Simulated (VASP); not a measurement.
# In (I4/mmm) in VASP: settings compared

The runs below take In through single point, with PBEsol, r2SCAN.

Everything below comes from runs of VASP 6.6.1. Logs are shortened: lines on timing, memory, paths and dates and some standing lists are left out, and cuts for length are marked.

**1. The structure**

It takes space group I4/mmm (No. 139, tetragonal). The conventional cell has a = 3.313 Å, b = 3.313 Å, c = 4.665 Å, α = 90.00°, β = 90.00°, γ = 90.00°. In (site symmetry 4/mmm) has 12 In at 3.31 Å as nearest neighbours.

**2. Single point, PBEsol**

Contents of INCAR:

```
SYSTEM = In
PREC = Accurate
ENCUT = 700
EDIFF = 1E-6
ISMEAR = 0
SIGMA = 0.1
LREAL = .FALSE.
LASPH = .TRUE.
NELM = 100
ALGO = Normal
ISIF = 2
LWAVE = .FALSE.
LCHARG = .FALSE.
GGA = PS
NBANDS = 12
```

Contents of KPOINTS:

```
regular mesh
0
G
  18 18 18
  0 0 0
```

Contents of POSCAR:

```
In
1.0
   -1.6567500000      1.6567500000      2.3325100000
    1.6567500000     -1.6567500000      2.3325100000
    1.6567500000      1.6567500000     -2.3325100000
In
1
Direct
    0.0000000000      0.0000000000      1.0000000000
```

Potentials or basis: VASP PAW PBE potentials, release 64 (In_d).

The run is started by

```
cat potpaw_PBE.64/In_d/POTCAR > POTCAR
mpirun -np 1 vasp_std > vasp.out
```

OUTCAR:

```text
SYSTEM = In
   PREC = Accurate
   ENCUT = 700
   EDIFF = 1E-6
   ISMEAR = 0
   LREAL = .FALSE.
   LASPH = .TRUE.
   NELM = 100
   ISIF = 2
   GGA = PS

 ion  position               nearest neighbor table
   1  0.000  0.000  0.000-

  LATTYP: Found a body centered tetragonal cell.
 ALAT       =     3.3135000000
 C/A-ratio  =     1.4078829033

  Lattice vectors:

 A1 = (  -1.6567500000,   1.6567500000,   2.3325100000)
 A2 = (   1.6567500000,  -1.6567500000,   2.3325100000)
 A3 = (   1.6567500000,   1.6567500000,  -2.3325100000)

Analysis of symmetry for initial positions (statically):
=====================================================================
 Subroutine PRICEL returns:
 Original cell was already a primitive cell.

 Routine SETGRP: Setting up the symmetry group for a
 body centered tetragonal supercell.

 Subroutine GETGRP returns: Found 16 space group operations
 (whereof 16 operations were pure point group operations)
 out of a pool of 16 trial point group operations.

The static configuration has the point symmetry D_4h.

Analysis of symmetry for dynamics (positions and initial velocities):
=====================================================================
 Subroutine PRICEL returns:
 Original cell was already a primitive cell.

 Routine SETGRP: Setting up the symmetry group for a
 body centered tetragonal supercell.

 Subroutine GETGRP returns: Found 16 space group operations
 (whereof 16 operations were pure point group operations)
 out of a pool of 16 trial point group operations.

The dynamic configuration has the point symmetry D_4h.

 Subroutine INISYM returns: Found 16 space group operations
 (whereof 16 operations are pure point group operations),
 and found     1 'primitive' translations

----------------------------------------------------------------------------------------

                                     Primitive cell

  volume of cell :      25.6093

  direct lattice vectors                    reciprocal lattice vectors
    -1.656750000  1.656750000  2.332510000     0.000000000  0.301795684  0.214361353
     1.656750000 -1.656750000  2.332510000     0.301795684  0.000000000  0.214361353
     1.656750000  1.656750000 -2.332510000     0.301795684  0.301795684  0.000000000

  length of vectors
     3.306091957  3.306091957  3.306091957     0.370177559  0.370177559  0.426803550

  position of ions in fractional coordinates (direct lattice)
     0.000000000  0.000000000  0.000000000

  ion indices of the primitive-cell ions
   primitive index   ion index
                 1           1

----------------------------------------------------------------------------------------

 KPOINTS: regular mesh

Automatic generation of k-mesh.
 Grid dimensions read from file:
 generate k-points for:   18   18   18

 Generating k-lattice:

  Cartesian coordinates                     Fractional coordinates (reciprocal lattice)
     0.000000000  0.016766427  0.011908964     0.055555556  0.000000000  0.000000000
     0.016766427  0.000000000  0.011908964     0.000000000  0.055555556  0.000000000
     0.016766427  0.016766427  0.000000000     0.000000000  0.000000000  0.055555556

  Length of vectors
     0.020565420  0.020565420  0.023711308

  Shift w.r.t. Gamma in fractional coordinates (k-lattice)
     0.000000000  0.000000000  0.000000000

 Subroutine IBZKPT returns following result:
 ===========================================

 Found    480 irreducible k-points:

 Following reciprocal coordinates:
            Coordinates               Weight
  0.000000  0.000000  0.000000      1.000000
  0.055556  0.000000 -0.000000      8.000000
  0.111111  0.000000 -0.000000      8.000000
  0.166667  0.000000 -0.000000      8.000000
  0.222222  0.000000 -0.000000      8.000000
  0.277778 -0.000000  0.000000      8.000000
[... 16 lines left out ...]
 -0.277778  0.055556 -0.000000     16.000000
 -0.222222  0.055556  0.000000     16.000000
 [... further k-points ...]
   k-points           NKPTS =    480   k-points in BZ     NKDIM =    480   number of bands    NBANDS=     12
   number of dos      NEDOS =    301   number of ions     NIONS =      1
   total plane-waves  NPLWV =  27000
   dimension x,y,z NGX =    30 NGY =   30 NGZ =   30
   dimension x,y,z NGXF=    60 NGYF=   60 NGZF=   60
   ions per type =               1
   NGX,Y,Z   is equivalent  to a cutoff of  15.09, 15.09, 15.09 a.u.
   NGXF,Y,Z  is equivalent  to a cutoff of  30.17, 30.17, 30.17 a.u.
 SYSTEM =  In
   PREC   = accura    normal or accurate (medium, high low for compatibility)
   ISTART =      0    job   : 0-new  1-cont  2-samecut
   ICHARG =      2    charge: 1-file 2-atom 10-const
   ISPIN  =      1    spin polarized calculation?
   LNONCOLLINEAR =      F non collinear calculations
   LSORBIT =      F    spin-orbit coupling
   LASPH  =      T    aspherical Exc in radial PAW
   ENCUT  =  700.0 eV  51.45 Ry    7.17 a.u.   7.13  7.13  7.13*2*pi/ulx,y,z
   NELM   =    100;   NELMIN=  2; NELMDL= -5     # of ELM steps
   EDIFF  = 0.1E-05   stopping-criterion for ELM
   LREAL  =      F    real-space projection
   EDIFFG = 0.1E-04   stopping-criterion for IOM
   NSW    =      0    number of steps for IOM
   IBRION =     -1    ionic relax: 0-MD 1-quasi-New 2-CG
   NFREE  =      0    steps in history (QN), initial steepest desc. (CG)
   ISIF   =      2    stress and relaxation
   ISYM   =      2    0-nonsym 1-usesym 2-fastsym
   POTIM  = 0.5000    time-step for ionic-motion
   TEBEG  =    0.0;   TEEND  =   0.0 temperature during run
   PSTRESS=    0.0 pullay stress
   NELECT =      13.0000    total number of electrons
   NUPDOWN=      -1.0000    fix difference up-down
   EMIN   =  10.00;   EMAX   =-10.00  energy-range for DOS
   EFERMI =   0.00;   METHOD = LEGACY
   ISMEAR =     0;   SIGMA  =   0.10  broadening in eV -4-tet -1-fermi 0-gaus
   EFERMI_NEDOS =   21; number of points for ismear=-14 and -15
   IALGO  =     38    algorithm
   IMIX   =      4    mixing-type and parameters
     AMIX     =   0.40;   BMIX     =  1.00
     AMIX_MAG =   1.60;   BMIX_MAG =  1.00
  volume/ion in A,a.u.               =      25.61       172.82
  Fermi-wavevector in a.u.,A,eV,Ry     =   1.305941  2.467870 23.204480  1.705481
  Thomas-Fermi vector in A             =   2.436776
   LORBIT       =      0    0 simple, 1 ext, 2 COOP (PROOUT), +10 PAW based schemes
   GGA     = PS    functional components
   LHFCALC =     F    Hartree Fock is set to
   AEXX    =    0.0000 exact exchange contribution
   IVDW    =     0    specifies the selected vdW correction
   LEPSILON=     F    determine dielectric tensor
   LRPA    =     F    only Hartree local field effects (RPA)
 non-spin polarized calculation
 Gauss-broadening in eV      SIGMA  =   0.10
  energy-cutoff  :      700.00
  volume of cell :       25.61
 maximum number of plane-waves:      1098
 NGX is ok and might be reduce to    30
   NGX = 15   NGY = 15   NGZ = 15

 number of electron      12.9999998 magnetization

 Free energy of the ion-electron system (eV)
  ---------------------------------------------------
  ext. energy  EPLUGINS =         0.00000000
  ---------------------------------------------------
  free energy    TOTEN  =        -2.98671494 eV

  energy without entropy =       -2.98450554  energy(sigma->0) =       -2.98561024

 E-fermi :   7.6039     XC(G=0): -10.5073

 val. band max:        7.5983588431   @ k =  -0.4444   0.4444   0.2222
 cond. band min:       7.6047081350   @ k =  -0.3889  -0.4444   0.2222
 fundamental gap:      0.0063492920
 Fermi energy:         7.6038626626

 k-point     1 :       0.0000    0.0000    0.0000
  band No.  band energies     occupation
      1      -6.9671      2.00000
      2      -6.9671      2.00000
      3      -6.9610      2.00000
      4      -6.7842      2.00000
      5      -6.7774      2.00000
      6      -2.1142      2.00000
      7      18.3348      0.00000
      8      18.3464      0.00000
      9      18.3464      0.00000
     10      19.1706      0.00000
     11      21.7681      0.00000
     12      21.7711      0.00000

 k-point     2 :       0.0556    0.0000   -0.0000
  band No.  band energies     occupation
      1      -6.9669      2.00000
      2      -6.9612      2.00000
      3      -6.9564      2.00000
      4      -6.7850      2.00000
      5      -6.7783      2.00000
      6      -2.0456      2.00000
      7      17.3898      0.00000
      8      18.2113      0.00000
      9      18.2139      0.00000
     10      19.0442      0.00000
     11      21.9890      0.00000
     12      21.9891      0.00000

 k-point     3 :       0.1111    0.0000   -0.0000
  band No.  band energies     occupation
      1      -6.9698      2.00000
      2      -6.9462      2.00000
      3      -6.9420      2.00000
      4      -6.7852      2.00000
      5      -6.7792      2.00000
      6      -1.8386      2.00000
      7      15.5511      0.00000
      8      17.8935      0.00000
      9      17.9026      0.00000
     10      18.9845      0.00000
     11      22.5629      0.00000
     12      22.5709      0.00000

 k-point     4 :       0.1667    0.0000   -0.0000
  band No.  band energies     occupation
      1      -6.9765      2.00000
      2      -6.9297      2.00000
      3      -6.9254      2.00000
      4      -6.7786      2.00000
      5      -6.7739      2.00000
      6      -1.4905      2.00000
      7      13.6026      0.00000
      8      17.5057      0.00000
      9      17.5289      0.00000
     10      18.9319      0.00000
     11      22.6706      0.00000
     12      23.0488      0.00000

 k-point     5 :       0.2222    0.0000   -0.0000
  band No.  band energies     occupation
      1      -6.9872      2.00000
      2      -6.9222      2.00000
      3      -6.9172      2.00000
      4      -6.7575      2.00000
      5      -6.7546      2.00000
      6      -0.9983      2.00000
      7      11.6947      0.00000
      8      17.1225      0.00000
      9      17.1605      0.00000
     10      18.8632      0.00000
     11      22.1335      0.00000
     12      22.2396      0.00000
[... 228 lines left out ...]
      1      -7.0220      2.00000
      2      -6.9457      2.00000
      3      -6.9280      2.00000
      4      -6.6823      2.00000
      5      -6.6425      2.00000
      6       1.0832      2.00000
      7       7.1362      2.00000
      8      15.7264      0.00000
      9      16.1952      0.00000
     10      18.1471      0.00000
     11      20.9768      0.00000
     12      21.4507      0.00000

 k-point    22 :      -0.3333    0.0556    0.0000
  band No.  band energies     occupation
      1      -7.0107      2.00000
      2      -6.9330      2.00000
      3      -6.9167      2.00000
      4      -6.7226      2.00000
      5      -6.6750      2.00000
      6       0.2063      2.00000
      7       8.7727      0.00000
      8      15.8340      0.00000
      9      16.5818      0.00000
     10      18.4440      0.00000
     11      20.9038      0.00000
     12      21.9936      0.00000

 k-point    23 :      -0.2778    0.0556   -0.0000
  band No.  band energies     occupation
      1      -6.9993      2.00000
      2      -6.9212      2.00000
      3      -6.9081      2.00000
      4      -6.7621      2.00000
      5      -6.7114      2.00000
      6      -0.5284      2.00000
      7      10.5247      0.00000
      8      16.0504      0.00000
      9      16.9555      0.00000
     10      18.8687      0.00000
     11      20.8805      0.00000
     12      22.5436      0.00000

 k-point    24 :      -0.2222    0.0556    0.0000
  band No.  band energies     occupation
      1      -6.9900      2.00000
      2      -6.9171      2.00000
      3      -6.9078      2.00000
      4      -6.7907      2.00000
      5      -6.7427      2.00000
      6      -1.1176      2.00000
      7      12.3757      0.00000
      8      16.3669      0.00000
      9      17.3061      0.00000
     10      19.2448      0.00000
     11      20.9978      0.00000
     12      22.6766      0.00000

 [... further k-points ...]

------------------------ aborting loop because EDIFF is reached ----------------------------------------

  FORCE on cell =-STRESS in cart. coord.  units (eV):
  Direction    XX          YY          ZZ          XY          YZ          ZX
  --------------------------------------------------------------------------------------
  -------------------------------------------------------------------------------------
  Total        0.0002439      0.0002439      0.0076276      0.0000000      0.0000000      0.0000000
  in kB        0.0152568      0.0152568      0.4772034      0.0000000      0.0000000      0.0000000
  external PRESSURE =       0.1692390 kB  Pullay stress =       0.0000000 kB

 VOLUME and BASIS-vectors are now :
 -----------------------------------------------------------------------------
  energy-cutoff  :      700.00
  volume of cell :       25.61
      direct lattice vectors                 reciprocal lattice vectors
    -1.656750000  1.656750000  2.332510000     0.000000000  0.301795684  0.214361353
     1.656750000 -1.656750000  2.332510000     0.301795684  0.000000000  0.214361353
     1.656750000  1.656750000 -2.332510000     0.301795684  0.301795684  0.000000000

 POSITION                                       TOTAL-FORCE (eV/Angst)
 -----------------------------------------------------------------------------------
      0.00000      0.00000      0.00000        -0.000000     -0.000000      0.000000
 -----------------------------------------------------------------------------------
    total drift:                               -0.000000     -0.000000      0.000000

  FREE ENERGIE OF THE ION-ELECTRON SYSTEM (eV)
  ---------------------------------------------------
  free  energy   TOTEN  =        -2.9867149365 eV

  energy  without entropy=       -2.9845055409  energy(sigma->0) =       -2.98561024
```

It took 2 min on 1 thread of Intel Xeon Platinum 8488C (Sapphire Rapids), shared host; peak memory 0.34 GiB.

What came out:

* Free energy: -2.9867 eV
* Pressure: 0.0 GPa
* Band gap on the k mesh: none (metal or under the smearing width)

Caveat: the PAW data sets were made with another functional, which shifts forces and pressure a little.

(Part 1 of 2 ends here.)
